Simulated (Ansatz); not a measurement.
# LiCl: the band gap up the ladder of functionals

An exercise on one series of results from a longer session: the logs are not shown, and one member is left open.

The runs shown are made with Ansatz 0.2.0. PAW datasets, plane waves. The values are computed, spin-unpolarised, and not measurements.

## The cell

The cell was relaxed beforehand with r2SCAN.

The symmetry is P6_3mc (No. 186, hexagonal); a = 3.894 Å, c = 6.226 Å in the conventional setting, 20.44 Å³ an atom. Around Li lie 4 Cl at 2.37 Å; around Cl lie 4 Li at 2.37 Å.

Coordinates:

Space group P6_3mc (No. 186). a = 3.894 Å, b = 3.894 Å, c = 6.226 Å, α = 90.00°, β = 90.00°, γ = 120.00°
```tsv
atom	site	symmetry	x	y	z
Li	2b	3m.	0.6667	0.3333	0.8781
Cl	2b	3m.	0.6667	0.3333	0.4969
```

Set-up of the first run:

File input.yaml:

```yaml
crystal:
  lattice:
    - [3.8937404213, 0.0, 0.0]
    - [-1.9468702107, 3.3720781205, 0.0]
    - [0.0, 0.0, 6.2258773919]
  atoms:
    - { symbol: Li, position: [0.6666666667, 0.3333333333, 0.8780761529] }
    - { symbol: Li, position: [0.3333333333, 0.6666666667, 0.3780761529] }
    - { symbol: Cl, position: [0.6666666667, 0.3333333333, 0.4969248471] }
    - { symbol: Cl, position: [0.3333333333, 0.6666666667, 0.9969248471] }
kpoints:
  mp_grid: { grid: [12, 12, 4] }
  band_path:
    path:
      - [[0.0, 0.0, 0.0], [0.5, -2.766182740042e-18, 1.265575072194e-18], [0.3333333333333, 0.3333333333333, 5.657848437141e-19], [0.0, 0.0, 0.0], [3.243116667543e-35, 2.577242249634e-35, 0.5], [0.5, -2.97125901988e-18, 0.5], [0.3333333333333, 0.3333333333333, 0.5], [3.243116667543e-35, 2.577242249634e-35, 0.5]]
      - [[0.5, -2.97125901988e-18, 0.5], [0.5, -2.766182740042e-18, 1.265575072194e-18]]
      - [[0.3333333333333, 0.3333333333333, 0.5], [0.3333333333333, 0.3333333333333, 5.657848437141e-19]]
    npoints: 10
hamiltonian:
  xc: pbe
scf:
  occupations: { method: fermi_dirac, width: 0.02 }
  n_extra_bands: 5
output:
  forces: true
  stress: true
  eigenvalues: true
  write_density: true
  write_potential: true
  elf: true
  volumetric_format: npy
```

The run is started by

```bash
$ ansatz run input.yaml --threads 2 --pin off --max-ram 2211MiB --backend cpu --events-out ev --progress --plain --runs-dir out
```

Steps of the session up to this table: PBE band path; Single point with r2SCAN; HSE06 at the same geometry; Single point with PBE0; LDA at the same geometry; G0W0 on PBE; One-shot GW from PBE; Single point with DDH-PBE0; Single point with r2SCAN0; LC-ωPBE at the same geometry.

One of the session's tables, all rows but one given; the rest of the session is left out.

```
                     level  gap (eV)
                       PBE      6.02
                    r2SCAN      6.69
                     HSE06      7.35
                      PBE0      8.08
                       LDA      5.60
G0W0@PBE (244 empty bands)      8.67
G0W0@PBE (605 empty bands)      8.83
                  DDH-PBE0      9.37
                   r2SCAN0         ?
                   LC-ωPBE     12.69
```

Q: Estimate the row for r2SCAN0 from the others.

**Answer.** gap (eV): 8.43. In the column «gap (eV)» it lies between PBE0 (8.08) and G0W0@PBE (244 empty bands) (8.67).

Meshes: PBE 12×12×4, r2SCAN 12×12×4, HSE06 6×6×4, PBE0 6×6×4, LDA 12×12×4, DDH-PBE0 6×6×4, r2SCAN0 6×6×4, LC-ωPBE 6×6×4.

In words: The gap runs from 5.60 eV (LDA) to 12.69 eV (LC-ωPBE). Against G0W0@PBE, PBE is short by 2.81 eV, at 68 % of it, and r2SCAN 76 %. PBE0 lies 0.73 eV above HSE06, which differs from it by screening the long-range exchange. G0W0 values are finite-basis, finite-mesh values.

To keep in mind: Warnings in the runs' records: stress scf threshold loose, stress exchange threshold loose.
